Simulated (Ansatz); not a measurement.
SCF convergence of In3Sb against the length of the Broyden history

Level of theory: DFT r2SCAN, scalar-relativistic, plane waves, PAW (Ansatz).

```xyz
4
Lattice="4.8370 0.0000 0.0000 0.0000 4.8370 0.0000 0.0000 0.0000 4.8370" Properties=species:S:1:pos:R:3 pbc="T T T"
In    2.4185    2.4185    0.0000
In    2.4185    0.0000    2.4185
In    0.0000    2.4185    2.4185
Sb    0.0000    0.0000    0.0000
```

```
plane-wave cutoff : 500 eV
Γ-centred k-mesh  : 10×10×10
occupation rule   : Gaussian smearing, 0.1 eV
spin treatment    : unpolarised
```

Each run starts from superposed atomic densities and uses Broyden mixing with its automatic preconditioner, at most 120 iterations and the default threshold on the density residual; only the length of the Broyden history differs.

| length of the Broyden history | iterations | converged | density residual (eV) at iterations 1, 3, 5 |
| --- | --- | --- | --- |
| 1 | 13 | yes | 0.36 0.0062 0.0013 |
| 3 | 11 | yes | 0.36 0.0062 0.00058 |
| 8 | 10 | yes | 0.36 0.0062 0.00058 |
| 16 | 10 | yes | 0.36 0.0062 0.00058 |

Cost: 4 runs of about 1.7 core-minutes in all, on Oxide Virtual Turin-like Processor (Zen 5) (shared hosts).